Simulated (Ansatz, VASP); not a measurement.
**One calculation of Ti, two programs**

```xyz
1
Lattice="-1.6410 1.6410 1.6410 1.6410 -1.6410 1.6410 1.6410 1.6410 -1.6410" Properties=species:S:1:pos:R:3 pbc="T T T"
Ti    0.0000    0.0000    0.0000
```

Alike in both runs: task electric field gradients; functional PBEsol; k mesh 17 × 17 × 17; occupations fermi-dirac, width 0.08 eV; no spin polarisation.

|  | VASP | Ansatz |
| --- | --- | --- |
| version | VASP 6.6.1 | Ansatz 0.2.0 |
| potentials or method | VASP PAW PBE potentials, release 64 (Ti_sv) | PAW with Ansatz's default frozen-core files, scalar-relativistic |
| plane-wave cutoff (eV) | 520 | 420 |
| valence electrons in the cell | 12 | 12 |

Ansatz gave:

- pressure (GPa): -6.5
- Vzz of the field gradient on the site that differs most (V/Å²): 0.0

Q: What did VASP give for the same quantities?

A: Pressure (GPa): -6.7; Vzz of the field gradient on the site that differs most (V/Å²): 0.0.

Caveats: the PAW data sets were made with another functional, which shifts forces and pressure a little (VASP).
